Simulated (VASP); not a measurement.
Here is a VASP 6.6.1 calculation.

INCAR

```
ALGO     = Fast           # electronic algorithm
EDIFF    = 1E-6           # SCF threshold, eV
ENCUT    = 520            # plane-wave cutoff, eV
GGA      = PE             # functional
ISIF     = 2              # what is computed and relaxed
ISMEAR   = 0              # smearing method
IVDW     = 12             # dispersion correction
LASPH    = True           # aspherical terms in the spheres
LCHARG   = False          # write CHGCAR
LREAL    = False          # projectors in reciprocal space
LWAVE    = False          # write WAVECAR
NBANDS   = 20             # bands
NELM     = 100            # most SCF steps
PREC     = Accurate       # precision mode
SIGMA    = 0.05           # smearing width, eV
```

Contents of KPOINTS:

```
k-points
0
Gamma
  12 12 2
```

File POSCAR:

```
WS2
1.0
    3.2631042640      0.0000000000      0.0000000000
   -1.6315521320      2.8259311879      0.0000000000
    0.0000000000      0.0000000000     16.9505778900
W S
1 2
Direct
    0.3333333333      0.6666666667      0.0000000000
    0.6666666667      0.3333333333      0.9079994900
    0.6666666667      0.3333333333      0.0920005100
```

Potentials or basis: VASP PAW PBE potentials, release 64 (W_sv, S).

Launch:

```bash
$ cat potpaw_PBE.64/W_sv/POTCAR potpaw_PBE.64/S/POTCAR > POTCAR
$ mpirun -np 1 vasp_std > vasp.out
```

Estimate the dispersion energy per atom.

-0.291 eV.

What does it give for the band gap on the k mesh?

1.37 eV, indirect (least direct gap 1.55 eV).

Predict the largest force.

0.354 eV/Å.

Forces on the atoms (eV/Å):
```
W    0.000  0.000  0.000
S    0.000  0.000  0.354
S    0.000  0.000 -0.354
```

Caveat: spin-orbit coupling is left out, which moves the levels of the heavy elements.
